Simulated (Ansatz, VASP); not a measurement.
# SiC in VASP and in Ansatz

```
Si C
1.0
     2.84443    0.00000    0.00000
    -1.42221    2.46334    0.00000
     0.00000    0.00000    5.47994
Si C
2 2
Direct
  0.33333 0.66667 0.00456
  0.66667 0.33333 0.50456
  0.33333 0.66667 0.38044
  0.66667 0.33333 0.88044
```

Change from the starting cell: strain -0.080 along x and y, +0.080 along z, atoms carried along.

Alike in both runs: task single point; functional PBE; k mesh 12 × 12 × 6; occupations gaussian, width 0.05 eV; no spin polarisation.

|  | VASP | Ansatz |
| --- | --- | --- |
| version | VASP 6.6.1 | Ansatz 0.2.0 |
| potentials or method | VASP PAW PBE potentials, release 64 (Si, C) | scalar-relativistic, plane waves, PAW |
| plane-wave cutoff (eV) | 520 | 420 |
| valence electrons in the cell | 16 | 16 |

|  | VASP | Ansatz | Ansatz less VASP |
| --- | --- | --- | --- |
| gap on the k mesh at the Fermi level (eV) | 1.40 | 1.41 | +0.013 |
| least direct gap on the mesh (eV) | 2.52 | 2.53 | +0.005 |
| pressure (GPa) | 31.7 | 31.7 | +0.09 |
| largest component of the traceless stress (GPa) | 64.73 | 64.42 | -0.314 |
| rms of the force components (eV/Å) | 0.703 | 0.706 | +0.0025 |

Atom by atom the forces differ by 0.002 eV/Å (rms over components). The functional is the same, so the differences come from potentials, cutoffs and numerics.

Caveats: so large a pressure means that the cell lies far from this level's equilibrium, or that cutoff or potentials fall short (VASP); forces of over 1 eV/Å show positions far from the minimum, so gaps and moduli don't describe the material at rest. A k mesh can miss the band edges.
